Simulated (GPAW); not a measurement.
# Sb (I4/mmm) in GPAW: single point with PBE

Aim: the single point of Sb with PBE.

Program: GPAW 26.7.0. These are calculated values, not measurements. Logs are shortened: lines on timing, memory, paths and dates and some standing lists are left out, and cuts for length are marked. The log counts tension as positive stress, the text compression.

### 1 The crystal as given

It takes space group I4/mmm (No. 139, tetragonal). Conventional cell: a = 3.153 Å, b = 3.153 Å, c = 5.424 Å, α = 90.00°, β = 90.00°, γ = 90.00°. Around Sb (site symmetry 4/mmm) lie 12 Sb at 3.15 to 3.51 Å.

This isn't the form of Sb at room conditions, which is rhombohedral.

### 2 Single point, PBE

File run.py:

```python
from ase.dft.bandgap import bandgap
from ase.io import write
from ase.spacegroup import crystal
from ase.units import GPa
from gpaw import GPAW, PW

# Sb 2a
atoms = crystal(['Sb'],
                basis=[[0.0, 0.0, 0.0]],
                spacegroup=139, setting=1,  # I4/mmm
                cellpar=[3.15308037, 3.15308037, 5.42387686, 90.0, 90.0, 90.0],
                primitive_cell=True)

calc = GPAW(mode=PW(400),
            xc='PBE',
            kpts={'size': (10, 10, 10), 'gamma': True},
            occupations={'name': 'fermi-dirac', 'width': 0.05},
            nbands=15,
            maxiter=120,
            txt='gpaw.txt')
atoms.calc = calc
energy = atoms.get_potential_energy()
forces = atoms.get_forces()
stress = atoms.get_stress()
calc.write('gs.gpw')
write('result.traj', atoms)
print(f'Energy: {energy:.6f} eV')
print('Forces (eV/A):')
print(forces.round(4))
print('Stress (GPa):', (stress / GPa).round(3))
print('Fermi level:', round(calc.get_fermi_level(), 4), 'eV')
print(f'Gap: {bandgap(calc)[0]:.4f} eV, direct: {bandgap(calc, direct=True)[0]:.4f} eV')
```

Potentials or basis: GPAW PAW data sets (gpaw-data 1.2.1), pw.

Started as:

```bash
$ OMP_NUM_THREADS=1 python run.py
```

gpaw.txt:

```text
__  _  _
 | _ |_)|_||  |
 |__||  | ||/\| - 26.7.0

Input parameters:
  mode=PW(ecut=400.0),
  kpts=MonkhorstPack(size=(10, 10, 10), gamma=True),
  maxiter=120,
  nbands=15,
  occupations=Occupations(name='fermi-dirac', width=0.05),
  xc=XC(name='PBE')

Diagonalizing LCAO Hamiltonian
Converting LCAO to pw mode

       Sb

Atoms  # Å, Bohr magnetons
|   | symbol |        x |        y |        z |    initial magnetic moments |
|---|--------|----------|----------|----------|-----------------------------|
| 0 |     Sb | 0.000000 | 0.000000 | 0.000000 | ( 0.0000,  0.0000,  0.0000) |

Unit cell  # Å
| periodic |         x |         y |         z |  lengths |     angles |
|----------|-----------|-----------|-----------|----------|------------|
|      yes | -1.576540 |  1.576540 |  2.711938 | 3.510779 | 126.633590 |
|      yes |  1.576540 | -1.576540 |  2.711938 | 3.510779 | 126.633590 |
|      yes |  1.576540 |  1.576540 | -2.711938 | 3.510779 |  78.849263 |

Number of symmetries: 16
Symmetry operations  # r_c * U_cc + t_c -> r_c
|    | kind |            matrix            |
|----|------|------------------------------|
|  0 |  σ   |  1, 1, 1,  0, 0,-1,  0,-1, 0 |
|  1 |  C4  |  1, 1, 1,  0, 0,-1, -1, 0, 0 |
|  2 |  E   |  1, 0, 0,  0, 1, 0,  0, 0, 1 |
|  3 |  σ   |  1, 0, 0,  0, 1, 0, -1,-1,-1 |
|  4 |  σ   |  0, 1, 0,  1, 0, 0,  0, 0, 1 |
|  5 |  C2  |  0, 1, 0,  1, 0, 0, -1,-1,-1 |
|  6 |  C2  |  0, 0, 1, -1,-1,-1,  1, 0, 0 |
|  7 |  S4  |  0, 0, 1, -1,-1,-1,  0, 1, 0 |
|  8 |  C4  |  0, 0,-1,  1, 1, 1,  0,-1, 0 |
|  9 |  σ   |  0, 0,-1,  1, 1, 1, -1, 0, 0 |
| 10 |  σ   |  0,-1, 0, -1, 0, 0,  1, 1, 1 |
| 11 |  C2  |  0,-1, 0, -1, 0, 0,  0, 0,-1 |
| 12 |  C2  | -1, 0, 0,  0,-1, 0,  1, 1, 1 |
| 13 |  i   | -1, 0, 0,  0,-1, 0,  0, 0,-1 |
| 14 |  S4  | -1,-1,-1,  0, 0, 1,  1, 0, 0 |
| 15 |  C2  | -1,-1,-1,  0, 0, 1,  0, 1, 0 |

BZ-sampling:
  Number of BZ points: 1000
  Number of IBZ points: 102

  Monkhorst-Pack size: [10, 10, 10]
  Monkhorst-Pack shift: [0.05, 0.05, 0.05]

K-points  # in reciprocal-cell coordinates
|     |                                coordinates |     weight |
|-----|--------------------------------------------|------------|
|   0 | (  0.00000000,   0.00000000,   0.00000000) | 0.00100000 |
|   1 | (  0.10000000,  -0.10000000,   0.00000000) | 0.00400000 |
|   2 | (  0.10000000,  -0.10000000,   0.10000000) | 0.00400000 |
|   3 | (  0.10000000,   0.00000000,   0.00000000) | 0.00800000 |
|   4 | (  0.10000000,   0.10000000,  -0.10000000) | 0.00200000 |
|   5 | (  0.20000000,  -0.20000000,   0.00000000) | 0.00400000 |
|   6 | (  0.20000000,  -0.20000000,   0.10000000) | 0.00800000 |
|   7 | (  0.20000000,  -0.20000000,   0.20000000) | 0.00400000 |
|   8 | (  0.20000000,  -0.10000000,   0.00000000) | 0.01600000 |
|   9 | (  0.20000000,  -0.10000000,   0.10000000) | 0.00800000 |
| ... |                                            |            |
| 101 | (  0.50000000,   0.50000000,   0.50000000) | 0.00100000 |

Plane wave coefficients: 501
Cutoff: 400.0 eV

Spin-components: 1 (collinear spins)
Bands:           15
Projectors:      6
Spin-degeneracy: 2
Datatype:        complex128

Parallelization:
  kpt:    1
  domain: 1
  band:   1

Density:
  Valence electrons: 15.0
  Components: 1
  Grid points: [18 18 18]
  Charge: 0.0  # |e|

Potential:
  Grid points: [18 18 18]

species:
  Sb:
    name:    Antimony
    Z:       51.0
    valence: 15
    core:    36
    charge:  0.0  # [|e|]
    compensation charges:
      type: gauss
      rc: 0.36  # [Å]
      lmax: 2
    cutoffs:
      filter: 2.23  # [Å]
      core: 2.23  # [Å]
    projectors
    | kind |    occ | energy [eV] | rcut [Å] |
    |------|--------|-------------|----------|
    |   5s |  2.000 |     -12.815 |    1.154 |
    |   5p |  3.000 |      -4.830 |    1.233 |
    |   4d | 10.000 |     -33.514 |    1.196 |
    |    s |        |      14.396 |    1.154 |
    |    p |        |      22.381 |    1.233 |
    |    d |        |      -6.303 |    1.196 |

    Using partial waves for Sb as LCAO basis

Reference energy: -176281.558248  # eV

eigensolver:
  PPCG
  Converge bands: occupied
  niter=2

density mixing:
  MSR1-Mixer
  Pratt-step length: 0.05
  Maximum mixing coefficient: 0.75
  Old densities: 10
  SVD Regularization: 0.005
  Good broyden scale: 1.0
  Trust region scale: 1.0
  Backstep threshold: 4.0
  History deletion threshold: 6.0
  Fourier metric: weight=20.0, sigma=0.015

occupation numbers:
  Fermi-Dirac:
    width: 0.0500  # eV

poisson solver:
  ecut: 3200.0  # eV

xc functional:
  name: PBE with 2 nearest neighbor stencil

convergence criteria:
- Maximum [total energy] change in last 3 cyles: 0.0005 eV / valence electron
- Maximum integral of absolute [dens]ity change: 0.0001 electrons / valence electron
- Maximum integral of absolute [eigenst]ate change: 4e-08 eV^2 / valence electron
maximum number of iterations: 120

SCF iterations
|iter     | |      energy | eigst |  dens |
|---------|-|-------------|-------|-------|
|iter:   1| |   -3.995073 | +0.08 |       |
|iter:   2| |   -3.996190 | -2.56 | -1.82 |
|iter:   3| |   -3.988915c| -2.81 | -1.85 |
|iter:   4| |   -3.989108c| -4.34 | -2.48 |
|iter:   5| |   -3.989167c| -5.47 | -3.02 |
|iter:   6| |   -3.989173c| -6.20 | -3.63 |
|iter:   7| |   -3.989173c| -7.82c| -4.56c|

Converged in 7 steps
Energy contributions relative to reference atoms: (reference = -176281.558248)

Energy contributions:
  Kinetic:           2.820904
  Coulomb:          -2.970108
  Zero:              0.222381
  External:          0.000000
  Xc:               -4.060652
  Entropy:          -0.003395
  Spinorbit:         0.000000
  ----------------------------
  Free energy:      -3.990870
  Extrapolated:     -3.989173

dipole moment: (-5.700922, -5.700922, -9.806632)  # |e|*Ang

Fermi level: 8.136
Eigenvalues  # (at kpt = [0.000, 0.000, 0.000])
| band index |      eig [eV] | occ [0-2] |
|------------|---------------|-----------|
|          0 |       -21.223 |     2.000 |
|          1 |       -21.200 |     2.000 |
|          2 |       -21.162 |     2.000 |
|          3 |       -21.162 |     2.000 |
|          4 |       -21.094 |     2.000 |
|          5 |        -4.797 |     2.000 |
|          6 |        12.758 |     0.000 |
|          7 |        13.564 |     0.000 |
|          8 |        13.564 |     0.000 |
|          9 |        18.051 |     0.000 |
|         10 |        18.837 |     0.000 |
|         11 |        19.249 |     0.000 |
|         12 |        19.453 |     0.000 |
|         13 |        19.454 |     0.000 |
|         14 |        19.745 |     0.000 |

No gap
No difference between direct/indirect transitions

Forces  # eV/Ang
|       x |       y |        z |
|---------|---------|----------|
| 0.00000 | 0.00000 | -0.00000 |  # Sb   0

Stress tensor  # eV/Ang^3
|        x |        y |        z |
|----------|----------|----------|
| 0.014745 | 0.000000 | 0.000000 |
| 0.000000 | 0.014745 | 0.000000 |
| 0.000000 | 0.000000 | 0.015039 |

# Writing to gs.gpw (mode='')
```

It took 29 s on 1 thread of Arm Neoverse N1, shared host; peak memory 0.14 GiB.

The run converged, but some of its settings lie outside the range that counts as converged, so its numbers aren't taken as properties of the crystal.

What came out:

| Item | Value |
| --- | --- |
| Free energy | -3.9909 eV |
| Pressure | -2.4 GPa |
| Band gap on the k mesh | none (metal or under the smearing width) |

Caveat: the cutoff is short for stress and forces, so pressures can be off by a GPa or more.
